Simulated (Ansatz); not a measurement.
```yaml
crystal:
  lattice:
    - [0.0, 2.1563694919, 2.1563694919]
    - [2.1563694919, 0.0, 2.1563694919]
    - [2.1563694919, 2.1563694919, 0.0]
  atoms:
    - { symbol: Mg, position: [0.0, 0.0, 0.0] }
    - { symbol: O, position: [0.5, 0.5, 0.5] }
basis:
  ecutwfc: 420
  ecutrho_ratio: 4
kpoints:
  mp_grid: { grid: [14, 14, 14] }
hamiltonian:
  xc: pbesol
scf:
  occupations: { method: gaussian, width: 0.05 }
output:
  forces: true
  stress: true
  eigenvalues: true
```

Task: What does this Ansatz input ask for?

Result: It asks for a single-point calculation of MgO with PBEsol (scalar-relativistic), a cutoff of 420 eV (density cutoff 4 times that), a Γ-centred 14×14×14 mesh and Gaussian smearing of 0.05 eV, without spin polarisation. Forces, stress and eigenvalues are wanted.

Task: How large is the problem?

Result: 16 valence electrons, 387 plane waves at Γ, 48 symmetry operations and 104 irreducible k-points; it took 6 SCF iterations in all.

Launched as:
```sh
ansatz run input.yaml --threads 4 --pin off --max-ram 7168MiB --backend cpu --events-out ev --progress --plain --runs-dir out
```

Task: About how long does the run take on 4 threads of Arm Neoverse V1, on a shared host, and how much memory does it need?

Result: About 0.59 s, with a peak of 0.28 GiB.

The chain of runs began from a measured cell (COD), expanded in volume. Of that entry: the cell was measured well above room temperature.
